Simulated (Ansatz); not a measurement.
Runs of Ansatz 0.2.0 on MoS2. It takes space group P6_3/mmc (No. 194, hexagonal). Conventional cell: a = 3.169 Å, b = 3.169 Å, c = 12.324 Å, α = 90.00°, β = 90.00°, γ = 120.00°. Mo (site symmetry -6m2) is surrounded by 6 S at 2.41 Å. S (site symmetry 3m) is surrounded by 3 Mo at 2.41 Å. 

```csv
cell,target pressure (GPa),gap on the mesh (eV),pressure (GPa)
relaxed to 2 GPa,2,0.74,2.0
relaxed to 5 GPa,5,(a),5.0
relaxed to 10 GPa,10,0.31,10.0
relaxed to 30 GPa,30,none,30.0
relaxed to 20 GPa,20,none,20.0
relaxed,0,1.02,0.0
```

Alike in all rows: task relaxation of cell and atoms; level PBEsol; potentials or basis Ansatz PAW; no spin polarisation; k mesh 10 × 10 × 3; cutoff (eV) 420; smearing fermi-dirac 0.05 eV.

Estimate the missing entries.

(a) 0.53.

Caveats: the plane-wave basis is chosen anew once the cell has moved, so the energies of steps on either side of that aren't comparable; this functional lacks dispersion, which binds the layers, so the pressure and a relaxed spacing across them are unreliable; the PAW data sets come from PBE, with cores solved anew for the run's functional, which leaves a small shift of forces and pressure; odd divisions of the mesh miss points on the zone boundary, where band edges often lie, so the gap on the mesh can be too wide (some runs).

A k mesh can miss the band edges, and the runs leave out spin-orbit coupling on Mo.

A gap of «none» marks a metal or a gap under the smearing width.
